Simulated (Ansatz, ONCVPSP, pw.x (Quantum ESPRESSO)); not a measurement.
## titanium (Ti): does the ONCV potential hold in the solid?

Ti, optimised norm-conserving Vanderbilt (ONCV), made with ONCVPSP 4.0.1.1 (patched build) (PBE, scalar-relativistic). Core [Ne], reference 3s2 3p6 3d2 4s2. Waves: 3s+4s: rc 1.68 bohr, ncon 4, nbas 7, qcut 7.2 1/bohr, 2 projectors; 3p: rc 1.50 bohr, ncon 4, nbas 8, qcut 10.3 1/bohr, 1 projector; 3d: rc 2.55 bohr, ncon 5, nbas 10, qcut 6.3 1/bohr, 2 projectors, debl 0.3 Ha; f scattering state at 0.13 Ha: rc 2.55 bohr, ncon 5, nbas 8, qcut 4.2 1/bohr, 2 projectors, debl 0.9 Ha. Local part: polynomial inside 1.35 bohr (lpopt 5, dvloc0 0 Ha). Core correction: Teter function, fcfact 3.75, rcfact 1.2.

Crystal test: bcc Ti in pw.x 7.5, no spin, 14³ k-points, Fermi–Dirac smearing 0.01 Ry, cutoffs 60/240 Ry. The reference is all-electron LAPW (Ansatz 0.2.0) with the same functional, mesh and smearing; V0 and B0 come from Birch–Murnaghan fits to the pressures at five volumes. Errors are pseudo minus all-electron; Δ is the rms difference of the E(V) curves that follow from these fits, minima aligned, over ±6 % about the mean V0. Mesh and smearing are coarse, so the numbers serve the comparison and aren't converged zero-temperature values; the lattice is a test structure that the element need not adopt.

```csv
V (Å³/atom),P all-electron (GPa),P pseudo (GPa)
16.476,6.10,5.61
16.909,3.01,2.58
17.343,0.23,-0.13
17.777,-2.25,-2.56
18.210,-4.47,-4.76
```

All-electron: a0 = 3.264 Å (V0 = 17.38 Å³/atom), B0 = 104.1 GPa.

Pseudopotential: mean pressure error (GPa): -0.37; a0 (Å): 3.260; a0 error (%): -0.11; B0 error (%): -0.8; Δ (meV/atom): 1.4.

**Question.** At the middle volume, how do free energy and pressure move when the wave cutoff is lowered (ecutrho kept at four times it)?

**Answer.**

```
cutoff (Ry)  shift of F (meV/atom)  shift of P (GPa)
         27                +3317.6           -110.01
         36                 +487.5            -24.43
         48                  +22.1             -1.88
```

The run at the middle volume (104 k-points, 7 iterations) took about 19 s on one core of a shared host (Neoverse-V1, 64 threads, 495 GiB, load 12).
